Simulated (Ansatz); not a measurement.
**HfH₂: strain energy, fitted**

HfH₂, I4/mmm, a = 3.464 Å, c = 4.238 Å. The structure is a COD entry; whether it is the stable form wasn't checked. Ansatz: PBEsol, PAW, 420 eV, Γ-centred 10×10×8 mesh on 6 atoms, Gaussian smearing 0.10 eV; no spin polarisation. Series: equal strain along all axes, cell held, atoms fixed by symmetry; x is the strain in per cent. y is the free energy over the unstrained cell, V0 = 8.476 Å³/atom.

```tsv
x (%)	y (meV/atom)
-3.0	?
-2.0	15.61
-1.0	3.75
0.0	0.00
1.0	3.69
2.0	14.20
3.0	30.97
```

Question: Fit y = c2 x² + c3 x³ to the other rows, turn c2 into a modulus, and predict the missing energy.

Answer: Least squares on the rows shown. y = 3.7198 x² − 0.092029 x³. In eV per unit strain² c2 is 37.20; the stiffness is B for this strain (E = 9/2 B V0 ε², shape held): 2 × 37.20 × 160.2 / (9 × 8.476) = 156 GPa. The unstrained cell keeps some stress along the strain, worth a slope of 0.08 meV/atom per %, which the form leaves out. At x = -3.0 the fit asked for gives 35.96 meV/atom. The run gave 36.33 meV/atom, so the fit is 0.37 meV/atom too low, 1 % of the span of the series, against an rms of 0.05 meV/atom on the fitted rows. The row lies outside the fitted range. With a term in x⁴ added, a fit to the same known rows predicts 35.71 meV/atom, further off still.

Spin–orbit coupling is left out, which can shift energies with elements as heavy as these.